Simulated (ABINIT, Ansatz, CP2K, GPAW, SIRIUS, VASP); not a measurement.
# B: programs and potentials compared

```
B
1.0
     1.62456    0.00000    0.00000
     0.00000    2.86615    0.00000
     0.00000    0.00000    3.91440
B
2
Direct
  0.00000 0.50000 0.60926
  0.50000 0.00000 0.39074
```

This isn't the form of B at room conditions, which is rhombohedral.

Alike in all runs: task single point; functional PBE; k mesh 16 × 9 × 7; occupations fermi-dirac, width 0.05 eV; no spin polarisation; no spin-orbit coupling. Pressure is positive in compression and, in plane waves, holds the error of the finite cutoff, which Ansatz's Pulay term estimates and takes out.

| program and potentials | plane-wave cutoff (eV) | notes | pressure (GPa) |
| --- | --- | --- | --- |
| CP2K, POTENTIAL_UZH B GTH-PBE-q3; TZVP-MOLOPT-PBE-GTH basis | - | atomic basis | -0.73 |
| ABINIT, JTH PAW PBE v2.0 | 408 | - | 0.28 |
| SIRIUS, PseudoDojo 0.4.1 PBE standard (scalar relativistic) | 1054 | - | -0.04 |
| GPAW, GPAW PAW data sets (gpaw-data 1.2.1) | 800 | - | -0.10 |
| VASP, PBE PAW files B, 520 eV | 520 | - | 0.12 |
| Ansatz, Ansatz PAW (earlier soft set) | 420 | Pulay term of +0.17 GPa included | 0.10 |

The pressure spans -0.73 (CP2K, POTENTIAL_UZH B GTH-PBE-q3; TZVP-MOLOPT-PBE-GTH basis) to 0.28 GPa (ABINIT, JTH PAW PBE v2.0). Rows in atomic bases carry the error of their basis and grid, which can be large.

The functional is the same throughout but for its coding, so the spread measures potentials, basis and numerics; runs on potential files found faulty are left out.
